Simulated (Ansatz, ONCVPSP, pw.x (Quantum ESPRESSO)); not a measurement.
pw.x on bcc Mn: one setting changed

Potential: optimised norm-conserving Vanderbilt (ONCV), ONCVPSP 4.0.1.1 (patched build), PBEsol; core [Ar], reference 3d5 4s2; waves: 4s: rc 2.65 bohr, ncon 5, nbas 10, qcut 1.9 1/bohr, 2 projectors, debl 0.4 Ha; p scattering state at 0.39 Ha: rc 2.02 bohr, ncon 3, nbas 7, qcut 4 1/bohr, 1 projector; 3d: rc 2.05 bohr, ncon 4, nbas 9, qcut 7.2 1/bohr, 1 projector; local part: polynomial inside 1.75 bohr (lpopt 5, dvloc0 4 Ha); core correction: Teter function fitted to the true core (icmod 2), fcfact 0.35.

The reference run (k-mesh 17³, cutoffs 90/360 Ry, Fermi–Dirac 0.01 Ry, mixing_beta 0.4, conv_thr 1e-9, no spin) gives -0.73 GPa at 10.408 Å³/atom, where all-electron LAPW gives 0.50 GPa. This run, with its own iteration cap, changes degauss to 0.005.

```
&control
  calculation='scf', prefix='x', pseudo_dir='./', outdir='./tmp', tstress=.true., disk_io='none'
/
&system
  ibrav=0, nat=1, ntyp=1, ecutwfc=90, ecutrho=360, nbnd=11,
  occupations='smearing', smearing='fd', degauss=0.005
/
&electrons
  conv_thr=1e-09, mixing_beta=0.4, electron_maxstep=50
/
ATOMIC_SPECIES
Mn 1.0 Mn.UPF
CELL_PARAMETERS angstrom
  -1.37542136 1.37542136 1.37542136
  1.37542136 -1.37542136 1.37542136
  1.37542136 1.37542136 -1.37542136
ATOMIC_POSITIONS crystal
Mn 0.0000 0.0000 0.0000
K_POINTS automatic
17 17 17 0 0 0
```

```bash
pw.x < Mn.scf.in > Mn.scf.out
```

Question: How does the run end?

Answer: It converges in 7 iterations; the free energy moves by +44.1 meV/atom and the pressure by -1.00 GPa. In a metal, with Fermi–Dirac smearing, F lies below its zero-width value by a term in the square of the width.

```
Message from routine setup:
     using ibrav=0 with symmetry is DISCOURAGED, use correct ibrav instead
     lattice parameter (alat)  =       4.5019  a.u.
     unit-cell volume          =      70.2367 (a.u.)^3
     number of electrons       =         7.00
     number of Kohn-Sham states=           11
     kinetic-energy cutoff     =      90.0000  Ry
     charge density cutoff     =     360.0000  Ry
     scf convergence threshold =      1.0E-09
     Exchange-correlation= PBESOL
     number of k points=   165  Fermi-Dirac smearing, width (Ry)=  0.0050
     iteration #  1     ecut=    90.00 Ry     beta= 0.40
     total energy              =     -31.48508778 Ry
     estimated scf accuracy    <       0.06333936 Ry
     iteration #  2     ecut=    90.00 Ry     beta= 0.40
     total energy              =     -31.49246902 Ry
     estimated scf accuracy    <       0.00312235 Ry
     iteration #  3     ecut=    90.00 Ry     beta= 0.40
     total energy              =     -31.49268582 Ry
     estimated scf accuracy    <       0.00057265 Ry
     iteration #  4     ecut=    90.00 Ry     beta= 0.40
     total energy              =     -31.49268955 Ry
     estimated scf accuracy    <       0.00000532 Ry
     iteration #  5     ecut=    90.00 Ry     beta= 0.40
     total energy              =     -31.49268999 Ry
     estimated scf accuracy    <       0.00000040 Ry
     iteration #  6     ecut=    90.00 Ry     beta= 0.40
     total energy              =     -31.49269002 Ry
     estimated scf accuracy    <          9.9E-09 Ry
     iteration #  7     ecut=    90.00 Ry     beta= 0.40
     the Fermi energy is    15.9070 ev
!    total energy              =     -31.49269003 Ry
     estimated scf accuracy    <          5.8E-11 Ry
     smearing contrib. (-TS)   =      -0.00216501 Ry
     The total energy is F=E-TS. E is the sum of the following terms:
     one-electron contribution =      11.27671697 Ry
     hartree contribution      =       2.42168704 Ry
     xc contribution           =     -10.88519721 Ry
     ewald contribution        =     -34.30373181 Ry
     convergence has been achieved in   7 iterations
          total   stress  (Ry/bohr**3)                   (kbar)     P=      -17.33
     Message from routine punch:
     Nothing written, as per user request (disk_io='none')
```

The run took about 35 s on one core of a shared host (Neoverse-N1, 64 threads, 124 GiB, load 57).
